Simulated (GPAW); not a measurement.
The system is Ge.

```
Ge
1.0
     1.48805   -2.59469    0.00000
     1.48805    2.59469    0.00000
     0.00000    0.00000    4.72760
Ge
2
Direct
  0.33345 0.66655 0.25000
  0.66655 0.33345 0.75000
```

This isn't the form of Ge at room conditions, which is diamond.

```yaml
Program: GPAW 26.7.0
Task: single point
Functional: PBE
Potentials_or_basis: GPAW PAW data sets (gpaw-data 1.2.1)
Cutoff: 600 eV
Basis: pw
k_mesh: 10 × 10 × 6
Occupations: fermi-dirac, width 0.05 eV
Spin: no spin polarisation
```

On this cell: pressure 4.0 GPa; largest force under 0.003 eV/Å; band gap on the k mesh none (metal or under the smearing width).

The same run follows on a disturbed copy (atoms moved at random, drawn with an rms of 0.05 Å):

```
CELL_PARAMETERS angstrom
1.48805 -2.59469 0.00000
1.48805 2.59469 0.00000
0.00000 0.00000 4.72760
ATOMIC_POSITIONS crystal
Ge 0.32710 0.67936 0.25322
Ge 0.67910 0.33589 0.74526
```

What does the disturbed cell give?

The energy (extrapolated to zero smearing) moves by +0.1 meV/atom; pressure 4.0 GPa; largest force 0.033 eV/Å; band gap on the k mesh none (metal or under the smearing width).

Forces on the atoms (eV/Å):
```
Ge   0.000 -0.014 -0.030
Ge   0.000  0.014  0.030
```

Stress tensor (GPa, compression positive):
```
 3.26  0.02 -0.03
 0.02  3.00  0.06
-0.03  0.06  5.77
```
